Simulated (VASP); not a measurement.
# C in VASP: reference runs, part 2 of 3

VASP 6.6.1.

## (3) Single point, PBE (atoms moved at random, drawn with an rms of 0.05 Å)

The input, INCAR:

```
PREC = Accurate ; ENCUT = 520
EDIFF = 1E-7 ; ISMEAR = -1
SIGMA = 0.05 ; LREAL = False
LASPH = True ; NELM = 80
ALGO = Normal ; ISIF = 2
LWAVE = False ; LCHARG = False
GGA = PE ; NBANDS = 16
```

The input, KPOINTS:

```
Automatic mesh
0
Gamma
  12 12 2
```

The input, POSCAR:

```
C
1.0
    2.4562275060      0.0000000000      0.0000000000
   -1.2281137530      2.1271554177      0.0000000000
    0.0000000000      0.0000000000     24.1339601687
C
4
Direct
    0.6564340000      0.3254400000      0.5712410000
    0.2948070000      0.6493610000      0.4288780000
    0.0012300000     -0.0078630000      0.4296970000
   -0.0047730000      0.0161830000      0.5710910000
```

Potentials or basis: VASP PAW PBE potentials, release 64 (C).

Run with:

```console
cat potpaw_PBE.64/C/POTCAR > POTCAR
mpirun -np 1 vasp_std > vasp.out
```

OUTCAR:

```text
PREC = Accurate
   ENCUT = 520
   EDIFF = 1E-7
   ISMEAR = -1
   LREAL = False
   LASPH = True
   NELM = 80
   ISIF = 2
   GGA = PE

 ion  position               nearest neighbor table
   1  0.656  0.325  0.571-   4 1.38   4 1.41   4 1.47
   2  0.295  0.649  0.429-   3 1.36   3 1.40   3 1.50
   3  0.001  0.992  0.430-   2 1.36   2 1.40   2 1.50
   4  0.995  0.016  0.571-   1 1.38   1 1.41   1 1.47

  LATTYP: Found a hexagonal cell.
 ALAT       =     2.4562275060
 C/A-ratio  =     9.8256208392

  Lattice vectors:

 A1 = (   2.4562275060,   0.0000000000,   0.0000000000)
 A2 = (  -1.2281137530,   2.1271554177,   0.0000000000)
 A3 = (   0.0000000000,   0.0000000000,  24.1339601687)

Analysis of symmetry for initial positions (statically):
=====================================================================
 Subroutine PRICEL returns:
 Original cell was already a primitive cell.

 Routine SETGRP: Setting up the symmetry group for a
 hexagonal supercell.

 Subroutine GETGRP returns: Found  1 space group operations
 (whereof  1 operations were pure point group operations)
 out of a pool of 24 trial point group operations.

The static configuration has the point symmetry C_1 .

Analysis of symmetry for dynamics (positions and initial velocities):
=====================================================================
 Subroutine PRICEL returns:
 Original cell was already a primitive cell.

 Routine SETGRP: Setting up the symmetry group for a
 hexagonal supercell.

 Subroutine GETGRP returns: Found  1 space group operations
 (whereof  1 operations were pure point group operations)
 out of a pool of 24 trial point group operations.

The dynamic configuration has the point symmetry C_1 .

 Subroutine INISYM returns: Found  1 space group operations
[... 113 lines left out ...]
   NUPDOWN=      -1.0000    fix difference up-down
   EMIN   =  10.00;   EMAX   =-10.00  energy-range for DOS
   EFERMI =   0.00;   METHOD = LEGACY
   ISMEAR =    -1;   SIGMA  =   0.05  broadening in eV -4-tet -1-fermi 0-gaus
   EFERMI_NEDOS =   21; number of points for ismear=-14 and -15
   IALGO  =     38    algorithm
   IMIX   =      4    mixing-type and parameters
     AMIX     =   0.40;   BMIX     =  1.00
     AMIX_MAG =   1.60;   BMIX_MAG =  1.00
  volume/ion in A,a.u.               =      31.52       212.73
  Fermi-wavevector in a.u.,A,eV,Ry     =   0.822652  1.554586  9.207823  0.676756
  Thomas-Fermi vector in A             =   1.934024
   LORBIT       =      0    0 simple, 1 ext, 2 COOP (PROOUT), +10 PAW based schemes
   GGA     = PE    functional components
   LHFCALC =     F    Hartree Fock is set to
   AEXX    =    0.0000 exact exchange contribution
   IVDW    =     0    specifies the selected vdW correction
   LEPSILON=     F    determine dielectric tensor
   LRPA    =     F    only Hartree local field effects (RPA)
 non-spin polarized calculation
  energy-cutoff  :      520.00
  volume of cell :      126.09
 maximum number of plane-waves:      3452
   NGX =  9   NGY =  9   NGZ = 89

 number of electron      16.0000000 magnetization

 Free energy of the ion-electron system (eV)
  ---------------------------------------------------
  ext. energy  EPLUGINS =         0.00000000
  ---------------------------------------------------
  free energy    TOTEN  =       -36.59083657 eV

  energy without entropy =      -36.59079314  energy(sigma->0) =      -36.59081486

 E-fermi :  -1.7392     XC(G=0):  -3.2406

 val. band max:       -2.0452766752   @ k =   0.3333   0.3333   0.5000
 cond. band min:      -1.4331101789   @ k =   0.3333   0.3333   0.0000
 fundamental gap:      0.6121664963
 Fermi energy:        -1.7391978400

 k-point     1 :       0.0000    0.0000    0.0000
  band No.  band energies     occupation
      1     -21.4061      2.00000
      2     -21.2786      2.00000
      3      -9.8594      2.00000
      4      -8.9867      2.00000
      5      -6.0472      2.00000
      6      -5.5592      2.00000
[... 433 lines left out ...]
      3      -8.9283      2.00000
      4      -8.4695      2.00000
      5      -7.9529      2.00000
      6      -7.6377      2.00000
[... 8 lines left out ...]
     15       6.4277      0.00000
     16       6.6427      0.00000

 [... further k-points ...]
[... 5 lines left out ...]
  --------------------------------------------------------------------------------------
  -------------------------------------------------------------------------------------
  Total        2.3976255      1.6521026      0.2870078     -1.2548007     -0.0084589     -0.0877160
  in kB       30.4646032     20.9918733      3.6467664    -15.9436930     -0.1074803     -1.1145338
  external PRESSURE =      18.3677476 kB  Pullay stress =       0.0000000 kB

 VOLUME and BASIS-vectors are now :
 -----------------------------------------------------------------------------
  energy-cutoff  :      520.00
  volume of cell :      126.09
      direct lattice vectors                 reciprocal lattice vectors
     2.456227506  0.000000000  0.000000000     0.407128410  0.235055697  0.000000000
    -1.228113753  2.127155418  0.000000000     0.000000000  0.470111395  0.000000000
     0.000000000  0.000000000 24.133960169     0.000000000  0.000000000  0.041435388

 POSITION                                       TOTAL-FORCE (eV/Angst)
 -----------------------------------------------------------------------------------
      1.21267      0.69226     13.78631        -0.972977      2.602598     -0.008103
     -0.07338      1.38129     10.35052         4.498145      0.640315      0.262822
     -1.21544      2.11043     10.37029        -4.499449     -0.638748     -0.354770
      2.42463      0.03442     13.78269         0.974282     -2.604165      0.100051
 -----------------------------------------------------------------------------------
    total drift:                                0.000072     -0.000397      0.000065

  FREE ENERGIE OF THE ION-ELECTRON SYSTEM (eV)
  ---------------------------------------------------
  free  energy   TOTEN  =       -36.5908365667 eV

  energy  without entropy=      -36.5907931438  energy(sigma->0) =      -36.59081486
```

OSZICAR:

```text
N       E                     dE             d eps       ncg     rms          rms(c)
DAV:   1     0.105979990929E+03    0.10598E+03   -0.62819E+03  4792   0.771E+02
DAV:   2    -0.276062494842E+02   -0.13359E+03   -0.11866E+03  7120   0.183E+02
DAV:   3    -0.389779662357E+02   -0.11372E+02   -0.11245E+02  6376   0.595E+01
[... 16 lines left out ...]
DAV:  20    -0.365908358909E+02   -0.67433E-06   -0.94896E-09  4696   0.414E-04    0.853E-05
DAV:  21    -0.365908362337E+02   -0.34282E-06   -0.43031E-09  4560   0.257E-04    0.705E-05
DAV:  22    -0.365908364073E+02   -0.17363E-06   -0.58567E-10  4536   0.125E-04    0.593E-05
DAV:  23    -0.365908365479E+02   -0.14052E-06   -0.44364E-10  4072   0.105E-04    0.507E-05
DAV:  24    -0.365908365667E+02   -0.18868E-07   -0.33738E-11  4960   0.428E-05
   1 F= -.36590837E+02 E0= -.36590815E+02  d E =-.434229E-04
```

Wall time 5.5 min (1 thread of Intel Xeon Platinum 8488C (Sapphire Rapids), shared host); peak memory 0.36 GiB.

What came out:

- Free energy: -36.5908 eV
- Largest force: 4.558 eV/Å
- Band gap on the k mesh: 0.61 eV, direct

Forces in eV/Å, atoms in the order of the input:
```
C   -0.973  2.603 -0.008
C    4.498  0.640  0.263
C   -4.499 -0.639 -0.355
C    0.974 -2.604  0.100
```

## (4) Equation of state, PBE, 29.63 Å³/atom (volume scaled by 0.94)

The input, INCAR:

```
ALGO = Normal
EDIFF = 1E-7
ENCUT = 520
GGA = PE
ISIF = 2
ISMEAR = -1
LASPH = T
LCHARG = F
LREAL = F
LWAVE = F
NBANDS = 16
NELM = 80
PREC = Accurate
SIGMA = 0.05
```

The input, KPOINTS:

```
k-points
0
Gamma
  12 12 2
```

The input, POSCAR:

```
C
1.0
    2.4060863447      0.0000000000      0.0000000000
   -1.2030431724      2.0837318983      0.0000000000
    0.0000000000      0.0000000000     23.6412921296
C
4
Direct
    0.6666666667      0.3333333333      0.5704754400
    0.3333333333      0.6666666667      0.4295245600
    0.0000000000      0.0000000000      0.4295312300
    0.0000000000      0.0000000000      0.5704687700
```

Run with:

```console
cat potpaw_PBE.64/C/POTCAR > POTCAR
mpirun -np 1 vasp_std > vasp.out
```

Run time: 73 s. Hardware: 1 thread of Intel Xeon Platinum 8488C (Sapphire Rapids), shared host; peak memory 0.24 GiB.

The run converged. Its results:

```yaml
Free_energy: -36.6848 eV
Largest_force: 0.066 eV/Å
Band_gap_on_the_k_mesh: none (metal or under the smearing width)
```

## (5) Equation of state, PBE, 30.26 Å³/atom (volume scaled by 0.96)

The input, INCAR:

```
SYSTEM = C
ALGO = Normal ; EDIFF = 1E-7
ENCUT = 520 ; GGA = PE
ISIF = 2 ; ISMEAR = -1
LASPH = .TRUE. ; LCHARG = .FALSE.
LREAL = .FALSE. ; LWAVE = .FALSE.
NBANDS = 16 ; NELM = 100
PREC = Accurate ; SIGMA = 0.05
```

The input, KPOINTS:

```
k-points
0
G
  12 12 2
  0 0 0
```

The input, POSCAR:

```
C
1.0
    2.4230311730      0.0000000000      0.0000000000
   -1.2115155865      2.0984065500      0.0000000000
    0.0000000000      0.0000000000     23.8077855878
C
4
Direct
    0.6666666667      0.3333333333      0.5704754400
    0.3333333333      0.6666666667      0.4295245600
    0.0000000000      0.0000000000      0.4295312300
    0.0000000000      0.0000000000      0.5704687700
```

Run with:

```console
cat potpaw_PBE.64/C/POTCAR > POTCAR
mpirun -np 1 vasp_std > vasp.out
```

Wall time 89 s (1 thread of Intel Xeon Platinum 8488C (Sapphire Rapids), shared host); peak memory 0.24 GiB.

The run converged. Its results:

* Free energy: -36.7752 eV
* Largest force: 0.062 eV/Å
* Band gap on the k mesh: none (metal or under the smearing width)

## (6) Equation of state, PBE, 30.89 Å³/atom (volume scaled by 0.98)

The input, INCAR:

```
PREC     = Accurate       # precision mode
ENCUT    = 520            # plane-wave cutoff, eV
EDIFF    = 1E-7           # SCF threshold, eV
ISMEAR   = -1             # smearing method
SIGMA    = 0.05           # smearing width, eV
LREAL    = False          # projectors in reciprocal space
LASPH    = True           # aspherical terms in the spheres
NELM     = 80             # most SCF steps
ALGO     = Normal         # electronic algorithm
ISIF     = 2              # what is computed and relaxed
LWAVE    = False          # write WAVECAR
LCHARG   = False          # write CHGCAR
GGA      = PE             # functional
NBANDS   = 16             # bands
```

The input, KPOINTS:

```
Automatic mesh
0
Gamma
  12 12 2
```

The input, POSCAR:

```
C
1.0
    2.4397422609      0.0000000000      0.0000000000
   -1.2198711305      2.1128787767      0.0000000000
    0.0000000000      0.0000000000     23.9719824012
C
4
Direct
    0.6666666667      0.3333333333      0.5704754400
    0.3333333333      0.6666666667      0.4295245600
    0.0000000000      0.0000000000      0.4295312300
    0.0000000000      0.0000000000      0.5704687700
```

Potentials or basis: VASP PAW PBE potentials, release 64 (C).

Run with:

```console
cat potpaw_PBE.64/C/POTCAR > POTCAR
mpirun -np 1 vasp_std > vasp.out
```

Wall time 80 s (1 thread of Intel Xeon Platinum 8488C (Sapphire Rapids), shared host); peak memory 0.23 GiB.

Results (log left out):

```yaml
Free_energy: -36.8355 eV
Largest_force: 0.058 eV/Å
Band_gap_on_the_k_mesh: none (metal or under the smearing width)
```

## (7) Equation of state, PBE, 32.15 Å³/atom (volume scaled by 1.02)

The input, INCAR:

```
  PREC = Accurate
  ENCUT = 520
  EDIFF = 1E-7
  ISMEAR = -1
  SIGMA = 0.05
  LREAL = F
  LASPH = T
  NELM = 100
  ALGO = Normal
  ISIF = 2
  LWAVE = F
  LCHARG = F
  GGA = PE
  NBANDS = 16
```

The input, KPOINTS:

```
regular mesh
0
Gamma
  12 12 2
```

The input, POSCAR:

```
C
1.0
    2.4724943874      0.0000000000      0.0000000000
   -1.2362471937      2.1412429502      0.0000000000
    0.0000000000      0.0000000000     24.2937923774
C
4
Direct
    0.6666666667      0.3333333333      0.5704754400
    0.3333333333      0.6666666667      0.4295245600
    0.0000000000      0.0000000000      0.4295312300
    0.0000000000      0.0000000000      0.5704687700
```

Run with:

```console
cat potpaw_PBE.64/C/POTCAR > POTCAR
mpirun -np 1 vasp_std > vasp.out
```

It took 86 s on 1 thread of Intel Xeon Platinum 8488C (Sapphire Rapids), shared host; peak memory 0.24 GiB.

The run converged. Its results:

| Item | Value |
| --- | --- |
| Free energy | -36.8753 eV |
| Largest force | 0.051 eV/Å |
| Band gap on the k mesh | none (metal or under the smearing width) |

## (8) Equation of state, PBE, 32.78 Å³/atom (volume scaled by 1.04)

The input, INCAR:

```
PREC     = Accurate       # precision mode
ENCUT    = 520            # plane-wave cutoff, eV
EDIFF    = 1E-7           # SCF threshold, eV
ISMEAR   = -1             # smearing method
SIGMA    = 0.05           # smearing width, eV
LREAL    = F              # projectors in reciprocal space
LASPH    = T              # aspherical terms in the spheres
NELM     = 80             # most SCF steps
ALGO     = Normal         # electronic algorithm
ISIF     = 2              # what is computed and relaxed
LWAVE    = F              # write WAVECAR
LCHARG   = F              # write CHGCAR
GGA      = PE             # functional
NBANDS   = 16             # bands
```

KPOINTS is that of step 7.

The input, POSCAR:

```
C
1.0
    2.4885499956      0.0000000000      0.0000000000
   -1.2442749978      2.1551475148      0.0000000000
    0.0000000000      0.0000000000     24.4515486963
C
4
Direct
    0.6666666667      0.3333333333      0.5704754400
    0.3333333333      0.6666666667      0.4295245600
    0.0000000000      0.0000000000      0.4295312300
    0.0000000000      0.0000000000      0.5704687700
```

Run with:

```console
cat potpaw_PBE.64/C/POTCAR > POTCAR
mpirun -np 1 vasp_std > vasp.out
```

Run time: 1.7 min. Hardware: 1 thread of Intel Xeon Platinum 8488C (Sapphire Rapids), shared host; peak memory 0.26 GiB.

The run converged. Its results:

```
Free energy            : -36.8596 eV
Largest force          : 0.048 eV/Å
Band gap on the k mesh : none (metal or under the smearing width)
```

(Part 2 of 3 ends here.)
